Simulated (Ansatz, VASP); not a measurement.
Al: VASP beside Ansatz

```
Al
1.0
     0.00000    1.99102    1.99102
     1.99102    0.00000    1.99102
     1.99102    1.99102    0.00000
Al
1
Direct
  0.00000 0.00000 0.00000
```

Alike in both runs: functional PBE; dispersion D3(BJ); k mesh 18 × 18 × 18; occupations gaussian, width 0.1 eV; no spin polarisation.

Ansatz relaxed the structure, and its values are those at the end. VASP's run is a single point on that final structure, the one shown.

|  | VASP | Ansatz |
| --- | --- | --- |
| version | VASP 6.6.1 | Ansatz 0.2.0 |
| potentials or method | VASP PAW PBE potentials, release 64 (Al) | scalar-relativistic, plane waves, PAW |
| plane-wave cutoff (eV) | 520 | 420 |
| valence electrons in the cell | 3 | 3 |

```csv
,VASP,Ansatz,Ansatz less VASP
gap on the k mesh at the Fermi level (eV),none,none,-
pressure (GPa),0.0,0.0,+0.01
```

A gap of «none» marks a metal or a gap that the smearing closes.

Caveats: pairwise dispersion overbinds metals, which lowers pressure and volume.
